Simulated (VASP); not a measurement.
# C in VASP: a series of runs

The runs below take C through single point, molecular dynamics, with PBE+D3(BJ).

Program: VASP 6.6.1. These are calculated values, not measurements. Logs are shortened: lines on timing, memory, paths and dates and some standing lists are left out, and cuts for length are marked.

## 1. The structure

The cell holds a slab with vacuum, 18 atoms: a = 7.398 Å, b = 7.398 Å, c = 12.000 Å, α = 90.00°, β = 90.00°, γ = 120.00°.

The cell was built by a generator and needn't be a form met in nature.

## 2. Single point, PBE+D3(BJ)

Input file INCAR:

```
ALGO     = Fast           # electronic algorithm
EDIFF    = 1E-6           # SCF threshold, eV
ENCUT    = 520            # plane-wave cutoff, eV
GGA      = PE             # functional
ISIF     = 2              # what is computed and relaxed
ISMEAR   = -1             # smearing method
IVDW     = 12             # dispersion correction
LASPH    = True           # aspherical terms in the spheres
LCHARG   = True           # write CHGCAR
LELF     = True           # ELF
LREAL    = Auto         
LVHAR    = True         
LWAVE    = False          # write WAVECAR
NBANDS   = 51             # bands
NELM     = 100            # most SCF steps
PREC     = Accurate       # precision mode
SIGMA    = 0.05           # smearing width, eV
```

Input file KPOINTS:

```
k-points
0
Gamma
  2 2 1
```

Input file POSCAR:

```
C
1.0
    7.3980000000      0.0000000000      0.0000000000
   -3.6990000000      6.4068560000      0.0000000000
    0.0000000000      0.0000000000     12.0000000000
C
18
Direct
    0.0048469606      0.0056658055      0.0804000000
    0.2206308244      0.1208236926      0.0825416667
    0.0039842174      0.3408692188      0.0846916667
    0.2250318328      0.4612558796      0.0816083333
    0.0070601118      0.6702975687      0.0806916667
    0.2261917210      0.7887175863      0.0760666667
    0.3297573484      0.0079602226      0.0852166667
    0.5600701451      0.1204647022      0.0921500000
    0.3319573293      0.3446932474      0.0816333333
    0.5500079028      0.4443521128      0.0839000000
    0.3452547137      0.6795064537      0.0785583333
    0.5581525256      0.7816470356      0.0765833333
    0.6723418768      0.0086469869      0.0782000000
    0.8930049472      0.1210734251      0.0832166667
    0.6646321926      0.3382938527      0.0965750000
    0.8850560558      0.4477547178      0.0930583333
    0.6627483377      0.6705629095      0.0840916667
    0.8889805505      0.7803671567      0.0815750000
```

Potentials or basis: VASP PAW PBE potentials, release 64 (C).

Command:

```sh
$ cat potpaw_PBE.64/C/POTCAR > POTCAR
$ mpirun -np 1 vasp_std > vasp.out
```

OUTCAR:

```text
EDIFF = 1E-6
   ENCUT = 520
   GGA = PE
   ISIF = 2
   ISMEAR = -1
   IVDW = 12
   LASPH = True
   LREAL = Auto
   NELM = 100
   PREC = Accurate
 IVDW          = 12

 ion  position               nearest neighbor table
   1  0.005  0.006  0.080-   2 1.38  18 1.44  14 1.46
   2  0.221  0.121  0.083-   1 1.38   7 1.42   9 1.43
   3  0.004  0.341  0.085-  14 1.41   4 1.42  16 1.45
   4  0.225  0.461  0.082-  11 1.40   3 1.42   9 1.43
   5  0.007  0.670  0.081-   6 1.41  16 1.44  18 1.46
   6  0.226  0.789  0.076-   5 1.41   7 1.41  11 1.46
[... 10 lines left out ...]
  17  0.663  0.671  0.084-  12 1.38  10 1.45  18 1.45
  18  0.889  0.780  0.082-   1 1.44  17 1.45   5 1.46

  LATTYP: Found a hexagonal cell.
 ALAT       =     7.3980000000
 C/A-ratio  =     1.6220600162

  Lattice vectors:

 A1 = (   7.3980000000,   0.0000000000,   0.0000000000)
 A2 = (  -3.6990000000,   6.4068560000,   0.0000000000)
 A3 = (   0.0000000000,   0.0000000000,  12.0000000000)

Analysis of symmetry for initial positions (statically):
=====================================================================
 Subroutine PRICEL returns:
 Original cell was already a primitive cell.

 Routine SETGRP: Setting up the symmetry group for a
 hexagonal supercell.

 Subroutine GETGRP returns: Found  1 space group operations
 (whereof  1 operations were pure point group operations)
 out of a pool of 24 trial point group operations.

The static configuration has the point symmetry C_1 .

Analysis of symmetry for dynamics (positions and initial velocities):
=====================================================================
 Subroutine PRICEL returns:
 Original cell was already a primitive cell.

 Routine SETGRP: Setting up the symmetry group for a
 hexagonal supercell.

 Subroutine GETGRP returns: Found  1 space group operations
 (whereof  1 operations were pure point group operations)
 out of a pool of 24 trial point group operations.

The dynamic configuration has the point symmetry C_1 .

 Subroutine INISYM returns: Found  1 space group operations
 (whereof  1 operations are pure point group operations),
 and found     1 'primitive' translations

----------------------------------------------------------------------------------------

                                     Primitive cell

  volume of cell :     568.7750

  direct lattice vectors                    reciprocal lattice vectors
     7.398000000  0.000000000  0.000000000     0.135171668  0.078041398  0.000000000
    -3.699000000  6.406856000  0.000000000     0.000000000  0.156082796  0.000000000
     0.000000000  0.000000000 12.000000000     0.000000000  0.000000000  0.083333333

  length of vectors
     7.398000000  7.398000054 12.000000000     0.156082797  0.156082796  0.083333333

  position of ions in fractional coordinates (direct lattice)
     0.004846961  0.005665806  0.080400000
     0.220630824  0.120823693  0.082541667
     0.003984217  0.340869219  0.084691667
     0.225031833  0.461255880  0.081608333
     0.007060112  0.670297569  0.080691667
     0.226191721  0.788717586  0.076066667
[... 10 lines left out ...]
     0.662748338  0.670562909  0.084091667
     0.888980551  0.780367157  0.081575000

  ion indices of the primitive-cell ions
   primitive index   ion index
                 1           1
                 2           2
                 3           3
                 4           4
                 5           5
                 6           6
[... 10 lines left out ...]
                17          17
                18          18

----------------------------------------------------------------------------------------

 KPOINTS: k-points

Automatic generation of k-mesh.
 Grid dimensions read from file:
 generate k-points for:    2    2    1

 Generating k-lattice:

  Cartesian coordinates                     Fractional coordinates (reciprocal lattice)
     0.067585834  0.039020699  0.000000000     0.500000000  0.000000000  0.000000000
     0.000000000  0.078041398  0.000000000     0.000000000  0.500000000  0.000000000
[... 44 lines left out ...]
  energy-cutoff  :      520.00
  volume of cell :      568.78
 maximum number of plane-waves:     15363
 NGX is ok and might be reduce to    56
   NGX = 27   NGY = 27   NGZ = 45

 number of electron      71.9999999 magnetization

 Free energy of the ion-electron system (eV)
  ---------------------------------------------------
  ext. energy  EPLUGINS =         0.00000000
  ---------------------------------------------------
  free energy    TOTEN  =      -164.95049595 eV

  energy without entropy =     -164.91498657  energy(sigma->0) =     -164.93274126

 E-fermi :  -1.7278     XC(G=0):  -3.5829

 val. band max:       -1.7618352275   @ k =   0.0000   0.0000   0.0000
 cond. band min:      -1.6886697070   @ k =   0.0000   0.0000   0.0000
 fundamental gap:      0.0731655205
 Fermi energy:        -1.7277755208

 k-point     1 :       0.0000    0.0000    0.0000
  band No.  band energies     occupation
      1     -21.2637      2.00000
      2     -18.9365      2.00000
      3     -18.7511      2.00000
      4     -18.6936      2.00000
      5     -18.6453      2.00000
      6     -18.5929      2.00000
[... 40 lines left out ...]
     47       5.4915      0.00000
     48       5.5457      0.00000

 k-point     2 :       0.5000    0.0000    0.0000
  band No.  band energies     occupation
      1     -20.6852      2.00000
      2     -20.5360      2.00000
      3     -19.3830      2.00000
      4     -19.2382      2.00000
      5     -17.0156      2.00000
      6     -16.8250      2.00000
[... 40 lines left out ...]
     47       4.4690      0.00000
     48       4.6743      0.00000

 k-point     3 :       0.0000    0.5000    0.0000
  band No.  band energies     occupation
      1     -20.6663      2.00000
      2     -20.5582      2.00000
      3     -19.3756      2.00000
      4     -19.2414      2.00000
      5     -16.9723      2.00000
      6     -16.8543      2.00000
[... 40 lines left out ...]
     47       4.4638      0.00000
     48       4.6190      0.00000

 k-point     4 :       0.5000    0.5000    0.0000
  band No.  band energies     occupation
      1     -20.6728      2.00000
      2     -20.5467      2.00000
      3     -19.4148      2.00000
      4     -19.2077      2.00000
      5     -17.0209      2.00000
      6     -16.8442      2.00000
[... 40 lines left out ...]
     47       4.2155      0.00000
     48       4.6107      0.00000
 [bands above 48 left out]

------------------------ aborting loop because EDIFF is reached ----------------------------------------

 Edisp (eV)   -1.59940

 E8    (eV) :    -0.4984

  FORCE on cell =-STRESS in cart. coord.  units (eV):
  Direction    XX          YY          ZZ          XY          YZ          ZX
  --------------------------------------------------------------------------------------
  -------------------------------------------------------------------------------------
  Total       1.45812     0.92288    -0.55248     0.14571    -0.16461     0.47549
  in kB       4.10737     2.59967    -1.55628     0.41044    -0.46368     1.33940
  external pressure =        1.72 kB  Pullay stress =        0.00 kB

 VOLUME and BASIS-vectors are now :
 -----------------------------------------------------------------------------
  energy-cutoff  :      520.00
  volume of cell :      568.78
      direct lattice vectors                 reciprocal lattice vectors
     7.398000000  0.000000000  0.000000000     0.135171668  0.078041398  0.000000000
    -3.699000000  6.406856000  0.000000000     0.000000000  0.156082796  0.000000000
     0.000000000  0.000000000 12.000000000     0.000000000  0.000000000  0.083333333

 POSITION                                       TOTAL-FORCE (eV/Angst)
 -----------------------------------------------------------------------------------
      0.01490      0.03630      0.96480        -1.810056     -0.803672      0.066931
      1.18530      0.77410      0.99050         0.974256     -0.350956      0.103965
     -1.23140      2.18390      1.01630        -1.898985      0.659187      0.555954
     -0.04140      2.95520      0.97930         1.387272     -1.366364     -0.149637
     -2.42720      4.29450      0.96830        -2.546788      0.472751      0.415717
     -1.24410      5.05320      0.91280         0.597351     -0.406872      0.645840
[... 10 lines left out ...]
      2.42260      4.29620      1.00910         2.344075     -0.938831     -0.563221
      3.69010      4.99970      0.97890         0.693688      0.618805      0.083696
 -----------------------------------------------------------------------------------
    total drift:                               -0.008897      0.008983      0.001959

  FREE ENERGIE OF THE ION-ELECTRON SYSTEM (eV)
  ---------------------------------------------------
  free  energy   TOTEN  =      -166.5498934931 eV

  energy  without entropy=     -166.5143841134  energy(sigma->0) =     -166.53213880
```

It took 3.7 min on 1 thread of Intel Xeon Platinum 8375C at 2.90GHz (Ice Lake), shared host; peak memory 0.57 GiB.

What came out:

```
Free energy                : -166.5499 eV
Largest force              : 3.179 eV/Å
Band gap on the k mesh     : 0.07 eV
Dispersion energy per atom : -0.089 eV
```

Forces in eV/Å, atoms in the order of the input:
```
C   -1.810 -0.804  0.067
C    0.974 -0.351  0.104
C   -1.899  0.659  0.556
C    1.387 -1.366 -0.150
C   -2.547  0.473  0.416
C    0.597 -0.407  0.646
C    1.655  0.831 -0.312
C   -0.770 -1.684 -0.812
C    0.227 -0.509  0.096
C   -0.404  2.149  0.739
C   -3.135 -0.497 -0.179
C    0.438  2.070  0.285
C   -0.601  0.352  0.993
C    0.410 -1.009 -0.491
C    0.663  0.105 -0.629
C    1.776  0.309 -0.850
C    2.344 -0.939 -0.563
C    0.694  0.619  0.084
```

Caveat: the k mesh is coarse (spacing up to 0.49 Å⁻¹), so the values aren't converged. A hybrid or GW would open this gap; PBE tends to underestimate it.

(Part 1 of 2 ends here.)
